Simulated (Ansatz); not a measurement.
ZnTe (zinc blende): values from a third-order Birch-Murnaghan fit to a volume scan beside measured ones. Computed values: PBEsol (plane waves to 420 eV, PAW, scalar-relativistic; Ansatz, a first-principles code). Spin-orbit coupling is left out, though Te is heavy. ZnTe was relaxed with its symmetry unable to fall.

```tsv
quantity	reference	kind
Lattice constant a (Å)	6.1037	measured, room temperature or unstated
```

References as given in: Martin Albrecht, Beate Paulus, Hermann Stoll, Physical review. B, Condensed matter (1997), arXiv:cond-mat/9706128. Values not taken to low temperature hold thermal and zero-point shifts that a static calculation lacks, so small differences there are no errors of the method.

Task: What does PBEsol give, and how far is that from the reference?

Result: 
```json
[
 {"quantity": "Lattice constant a (Å)", "PBEsol": "6.066", "difference": "-0.6 %"}
]
```



(A scan under strain: stresses follow from slopes of the energy per volume, elastic moduli from its curvatures.)
